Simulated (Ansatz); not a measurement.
**Relaxing InGa₃P₄**

Theory: Ansatz, DFT PBEsol, scalar-relativistic, plane waves, PAW. Settings: 420 eV cutoff, 8×4×4 k-mesh, Gaussian smearing of 0.02 eV, no spin polarisation.

What was changed: 1 of 4 Ga sites taken by In, cell and atoms relaxed.

Command:

```bash
ansatz run input.yaml --threads 1 --pin off --max-ram 2560MiB --backend cpu --events-out ev --progress --plain --runs-dir out
```

Input:

```yaml
crystal:
  lattice:
    - [1.9560527534, 3.3879827511, 0.0]
    - [0.0, 0.0, 6.4413122733]
    - [5.8681582601, -3.3879827511, 0.0]
  atoms:
    - { symbol: Ga, position: [0.5, 0.49996689, 0.1666666667] }
    - { symbol: Ga, position: [1.0, 0.49996689, 0.6666666667] }
    - { symbol: Ga, position: [0.5, -3.311e-05, 0.8333333333] }
    - { symbol: In, position: [1.0, -3.311e-05, 0.3333333333] }
    - { symbol: P, position: [0.5, 0.87403311, 0.1666666667] }
    - { symbol: P, position: [1.0, 0.87403311, 0.6666666667] }
    - { symbol: P, position: [0.5, 0.37403311, 0.8333333333] }
    - { symbol: P, position: [1.0, 0.37403311, 0.3333333333] }
basis:
  ecutwfc: 420
kpoints:
  mp_grid: { grid: [8, 4, 4] }
hamiltonian:
  xc: pbesol
scf:
  occupations: { method: gaussian, width: 0.02 }
output:
  forces: true
  stress: true
  eigenvalues: true
relax:
  adjacent_minimum: "off"
  f_tol: 0.015
  max_steps: 60
  cell: { stress_tol: 0.15 }
```

F is the free energy. Steps run on the plane waves of an earlier cell, but the last one, and at times one on the way, on a freshly chosen basis, so a repeated geometry can differ a little in energy.

Steps:

```tsv
step	F − F(1) (eV)	largest force component (eV/Å)	V (Å³/atom)	P (GPa)
1	0.0000	1.596	21.344	0.87
2	-0.2977	0.182	21.537	-0.72
3	-0.3054	0.028	21.380	-0.13
4	-0.3057	0.004	21.344	0.01
5	-0.3057	0.004	21.344	0.01
```

Relaxed structure:

```cif
data_structure
_symmetry_space_group_name_H-M 'P 1'
_symmetry_Int_Tables_number 1
_cell_length_a 3.9046
_cell_length_b 6.4444
_cell_length_c 6.7858
_cell_angle_alpha 90.015
_cell_angle_beta 90.000
_cell_angle_gamma 90.000
_cell_volume 170.75
loop_
_atom_site_label
_atom_site_type_symbol
_atom_site_fract_x
_atom_site_fract_y
_atom_site_fract_z
_atom_site_occupancy
Ga1 Ga 0.50000 0.49947 0.16185 1
Ga2 Ga 0.00000 0.49979 0.67139 1
Ga3 Ga 0.50000 0.99963 0.83258 1
In1 In 0.00000 0.00193 0.33495 1
P1 P 0.50000 0.86384 0.14980 1
P2 P 0.00000 0.86816 0.68217 1
P3 P 0.50000 0.36929 0.83234 1
P4 P 0.00000 0.39390 0.33492 1
```

Symmetry: Pm, No. 6, monoclinic system. Conventional cell: a = 6.444 Å, b = 3.905 Å, c = 6.786 Å, α = 90.00°, β = 90.02°, γ = 90.00°. Ga (site symmetry m) has 4 P at 2.35 to 2.39 Å as nearest neighbours. Ga (site symmetry m) has 4 P at 2.38 to 2.39 Å as nearest neighbours. Ga (site symmetry m) has 4 P at 2.32 to 2.38 Å as nearest neighbours. In (site symmetry m) has 4 P at 2.49 to 2.53 Å as nearest neighbours. P (site symmetry m) is surrounded by 2 Ga at 2.32 to 2.35 Å and 2 In at 2.49 Å. Around P (site symmetry m) lie 3 Ga at 2.36 to 2.38 Å and 1 In at 2.51 Å. P (site symmetry m) is surrounded by 4 Ga at 2.38 to 2.39 Å. P (site symmetry m) is surrounded by 3 Ga at 2.38 Å and 1 In at 2.53 Å.

The run converged. Time: 3.1 min on 1 thread of Intel(R) Xeon(R) Platinum 8259CL CPU @ 2.50GHz (Skylake/Cascade Lake) (shared host), peak memory 0.64 GiB.